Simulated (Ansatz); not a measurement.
# Mn3Si under changes of volume

One of the cells (11.709 Å³/atom); the others are scaled copies at fixed shape and fractional positions:

```
CELL_PARAMETERS angstrom
0.00000 2.86100 2.86100
2.86100 0.00000 2.86100
2.86100 2.86100 0.00000
ATOMIC_POSITIONS crystal
Mn 0.75000 0.75000 0.75000
Mn 0.25000 0.25000 0.25000
Mn 0.50000 0.50000 0.50000
Si 0.00000 0.00000 0.00000
```

```yaml
Program: Ansatz 0.2.0
Functional: PBEsol
Potentials_or_basis: Ansatz PAW
Cutoff: "420 eV (not typed: the program's choice for these potentials)"
k_mesh: 8 × 8 × 8
Occupations: fermi-dirac, width 0.05 eV
Spin: collinear spin, ferromagnetic start
Starting_moments: "[4.0, 4.0, 4.0, 0.0] μB"
```

| volume (Å³/atom) | energy over the lowest point (meV/atom) | pressure (GPa) | moment (μB per cell) |
| --- | --- | --- | --- |
| 11.007 | 0.00 | -4.7 | 1.04 |
| 11.241 | 9.50 | -8.8 | 1.03 |
| 11.475 | ? | ? | ? |
| 11.709 | 45.39 | -15.9 | 1.01 |
| 11.943 | 70.70 | -18.9 | 1.01 |
| 12.177 | 100.23 | -21.5 | 1.01 |
| 12.412 | 133.46 | -23.9 | 1.00 |

Question: What does the run at 11.475 Å³/atom give?

Answer: Energy over the lowest point 24.82 meV/atom; pressure -12.6 GPa; moment 1.02 μB per cell.

Worked out: A Birch-Murnaghan fit of order 3 (a polynomial in V^(-2/3)) to the other rows has its minimum at 10.80 Å³/atom, just outside them, with B0 = V·E''(V) = 232 GPa and B' = 4.4. It gives 24.82 meV/atom at 11.475 Å³/atom, against the run's 24.82, and -dE/dV = -12.4 GPa, against -12.6. A parabola through the other rows of the moment, of slope -0.0329 μB per Å³/atom there, gives 1.02 μB, against the run's 1.02.

Energies are extrapolated to zero smearing.

Caveats: the PAW data sets come from PBE, with cores solved anew for the run's functional, which leaves a small shift of forces and pressure; the starting moments weren't kept.
